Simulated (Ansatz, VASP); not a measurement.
**Two plane-wave programs on BeTe**

Contents of POSCAR:

```
BeTe
1.0
    0.0000000000      2.6832298771      2.6832298771
    2.6832298771      0.0000000000      2.6832298771
    2.6832298771      2.6832298771      0.0000000000
Be Te
1 1
Direct
    0.0000000000      0.0000000000      0.0000000000
    0.5000000000      0.5000000000      0.5000000000
```

File INCAR.step1:

```
SYSTEM = BeTe
  PREC = Accurate
  ENCUT = 520
  ISMEAR = 1
  SIGMA = 0.5
  LREAL = .False.
  LASPH = .True.
  NELM = 80
  NBANDS = 11
  GGA = PE
  ALGO = Normal
  EDIFF = 1E-4
  LWAVE = .True.
  LCHARG = .False.
```

Contents of INCAR.step2:

```
SYSTEM = BeTe
  PREC = Accurate
  ENCUT = 520
  EDIFF = 1E-6
  ISMEAR = 1
  SIGMA = 0.5
  LREAL = .False.
  LASPH = .True.
  NELM = 80
  ALGO = Normal
  ISIF = 2
  LWAVE = .False.
  LCHARG = .True.
  METAGGA = R2SCAN
  LMIXTAU = .True.
  LELF = .True.
  LVHAR = .True.
  NBANDS = 11
  ISTART = 1
```

Contents of KPOINTS:

```
regular mesh
0
Gamma
  6 6 6
  0 0 0
```

Input for Ansatz:

```yaml
crystal:
  lattice:
    - [0.0, 2.6832298771, 2.6832298771]
    - [2.6832298771, 0.0, 2.6832298771]
    - [2.6832298771, 2.6832298771, 0.0]
  atoms:
    - { symbol: Be, position: [0.0, 0.0, 0.0] }
    - { symbol: Te, position: [0.5, 0.5, 0.5] }
kpoints:
  mp_grid: { grid: [6, 6, 6] }
hamiltonian:
  xc: r2scan
scf:
  occupations: { method: cold, width: 0.5 }
  n_extra_bands: 4
output:
  forces: true
  stress: true
  eigenvalues: true
```

Alike in both runs: task single point; functional r2SCAN; k mesh 6 × 6 × 6; no spin polarisation.

|  | VASP | Ansatz |
| --- | --- | --- |
| version | VASP 6.6.1 | Ansatz 0.2.0 |
| potentials or method | VASP PAW PBE potentials, release 64 (Be, Te) | plane waves |
| plane-wave cutoff (eV) | 520 | 500 |
| occupations | methfessel-paxton of order 1, width 0.5 eV | cold, width 0.5 eV |
| valence electrons in the cell | 8 | 18 |

|  | VASP | Ansatz | Ansatz less VASP |
| --- | --- | --- | --- |
| pressure (GPa) | 0.1 | 0.1 | -0.04 |

The two sets of potentials don't hold the same shells in valence.

Caveats: the PAW data sets were made with another functional, which shifts forces and pressure a little (VASP). The runs have no spin-orbit coupling, so splittings on Te are missing.
